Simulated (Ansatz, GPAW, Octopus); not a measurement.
Al: programs and potentials compared

```
CELL_PARAMETERS angstrom
2.82708 0.00000 0.00000
-1.41354 2.44832 0.00000
0.00000 0.00000 9.18599
ATOMIC_POSITIONS crystal
Al 0.65127 0.31810 0.75372
Al 0.99320 0.99651 0.49419
Al 0.34628 0.67745 0.24799
Al 0.99426 0.99988 0.99927
```

This isn't the form of Al at room conditions, which is fcc.

Atoms were shifted at random by some hundredths of an Å from the given cell, which wasn't relaxed again for these runs.

Alike in all runs: task single point; functional PBEsol; k mesh 11 × 11 × 3; occupations fermi-dirac, width 0.05 eV; no spin polarisation; no spin-orbit coupling. Pressure is positive in compression and, in plane waves, holds the error of the finite cutoff.

```tsv
program and potentials	plane-wave cutoff (eV)	notes	pressure (GPa)	largest force (eV/Å)	energy over the undisturbed cell (meV/atom)
GPAW, PAW data sets generated for this functional	600	-	2.30	0.333	4.15
Octopus, pseudodojo_pbesol (PseudoDojo 0.4, PBEsol)	-	-	-	0.333	4.14
Ansatz, all-electron LAPW, scalar-relativistic	-	-	?	?	-
```

Task: Estimate from the other rows what the run with Ansatz, all-electron LAPW, scalar-relativistic gave.

Result: Pressure 2.10 GPa; largest force 0.329 eV/Å. The other rows, which needn't bracket it: pressure 2.30; largest force 0.333; energy over the undisturbed cell 4.14 to 4.15.
